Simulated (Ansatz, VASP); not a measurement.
**LiF in VASP and in Ansatz**

File INCAR:

```
SYSTEM = LiF
PREC     = Accurate       ! precision mode
ENCUT    = 520            ! plane-wave cutoff, eV
EDIFF    = 1E-6           ! SCF threshold, eV
ISMEAR   = 0              ! smearing method
SIGMA    = 0.01           ! smearing width, eV
LREAL    = .FALSE.        ! projectors in reciprocal space
LASPH    = .TRUE.         ! aspherical terms in the spheres
NELM     = 100            ! most SCF steps
ALGO     = Normal         ! electronic algorithm
ISIF     = 2              ! what is computed and relaxed
LWAVE    = .FALSE.        ! write WAVECAR
LCHARG   = .FALSE.        ! write CHGCAR
GGA      = PS             ! functional
NBANDS   = 12             ! bands
```

Contents of KPOINTS:

```
Automatic mesh
0
G
  4 4 4
  0 0 0
```

POSCAR

```
LiF
1.0
    2.5162584438      0.0000000000      0.0000000000
    0.0000000000      2.5162584438      0.0000000000
    0.0000000000      0.0000000000      2.5162584438
Li F
1 1
Direct
    0.0000000000      0.0000000000      0.0000000000
    0.5000000000      0.5000000000      0.5000000000
```

Input for Ansatz:

```yaml
crystal:
  lattice:
    - [2.5162584438, 0.0, 0.0]
    - [0.0, 2.5162584438, 0.0]
    - [0.0, 0.0, 2.5162584438]
  atoms:
    - { symbol: Li, position: [0.0, 0.0, 0.0] }
    - { symbol: F, position: [0.5, 0.5, 0.5] }
kpoints:
  mp_grid: { grid: [4, 4, 4] }
hamiltonian:
  xc: pbesol
scf:
  occupations: { method: fixed }
  n_extra_bands: 4
output:
  forces: true
  stress: true
  eigenvalues: true
```

Alike in both runs: task single point; functional PBEsol; k mesh 4 × 4 × 4; no spin polarisation.

|  | VASP | Ansatz |
| --- | --- | --- |
| version | VASP 6.6.1 | Ansatz 0.2.0 |
| potentials or method | VASP PAW PBE potentials, release 64 (Li_sv, F) | plane waves |
| plane-wave cutoff (eV) | 520 | 420 |
| occupations | gaussian, width 0.01 eV | fixed |
| valence electrons in the cell | 10 | 10 |

```tsv
	VASP	Ansatz	Ansatz less VASP
gap on the k mesh at the Fermi level (eV)	7.80	7.79	-0.014
```

Caveats: the k mesh is coarse (spacing up to 0.62 Å⁻¹), so the values aren't converged. A k mesh can miss the band edges.
